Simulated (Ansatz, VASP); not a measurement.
# C in VASP and in Ansatz

INCAR

```
SYSTEM = C
PREC = Accurate
ENCUT = 520
EDIFF = 1E-6
ISMEAR = 0
SIGMA = 0.05
LREAL = .False.
LASPH = .True.
NELM = 100
ALGO = Normal
ISIF = 2
LWAVE = .False.
LCHARG = .True.
GGA = PE
IVDW = 12
LELF = .True.
LVHAR = .True.
NBANDS = 11
```

File KPOINTS:

```
Automatic mesh
0
Gamma
  15 15 15
  0 0 0
```

Contents of POSCAR:

```
C
1.0
    1.2530633577      0.7234564669      3.4170642636
   -1.2530633577      0.7234564669      3.4170642636
    0.0000000000     -1.4469129338      3.4170642636
C
2
Direct
    0.1628268272      0.1628268272      0.1628268272
    0.8371731728      0.8371731728      0.8371731728
```

Input for Ansatz:

```yaml
crystal:
  lattice:
    - [1.2530633577, 0.7234564669, 3.4170642636]
    - [-1.2530633577, 0.7234564669, 3.4170642636]
    - [0.0, -1.4469129338, 3.4170642636]
  atoms:
    - { symbol: C, position: [0.1628268272, 0.1628268272, 0.1628268272] }
    - { symbol: C, position: [0.8371731728, 0.8371731728, 0.8371731728] }
basis:
  ecutwfc: 520.0
kpoints:
  mp_grid: { grid: [15, 15, 15] }
hamiltonian:
  xc: pbe
  pseudopotentials: { kind: paw, azcp: { folder: soft_1 } }
  dispersion: d3bj
scf:
  occupations: { method: gaussian, width: 0.05 }
output:
  forces: true
  stress: true
  eigenvalues: true
```

Change from the starting cell: mode 4 frozen in at -0.038 Å, equal normal strain along x, y and z +0.0167.

Alike in both runs: task single point; functional PBE; dispersion D3(BJ); k mesh 15 × 15 × 15; occupations gaussian, width 0.05 eV; no spin polarisation.

|  | VASP | Ansatz |
| --- | --- | --- |
| version | VASP 6.6.1 | Ansatz 0.2.0 |
| potentials or method | VASP PAW PBE potentials, release 64 (C) | scalar-relativistic, plane waves, PAW |
| plane-wave cutoff (eV) | 520 | 520 |
| valence electrons in the cell | 8 | 8 |

VASP gave:

* gap on the k mesh at the Fermi level (eV): 0.72
* least direct gap on the mesh (eV): 0.72
* pressure (GPa): -13.1
* largest component of the traceless stress (GPa): 11.57
* rms of the force components (eV/Å): 0.739

Task: Which values does Ansatz return?

Result: gap on the k mesh at the Fermi level (eV): 0.72; least direct gap on the mesh (eV): 0.72; pressure (GPa): -13.5; largest component of the traceless stress (GPa): 12.05; rms of the force components (eV/Å): 0.742.

Atom by atom the forces differ by 0.003 eV/Å (rms over components).

Caveats: an odd mesh through Γ misses points on the zone boundary, where band edges often lie; forces of over 1 eV/Å show positions far from the minimum, so gaps and moduli don't describe the material at rest.
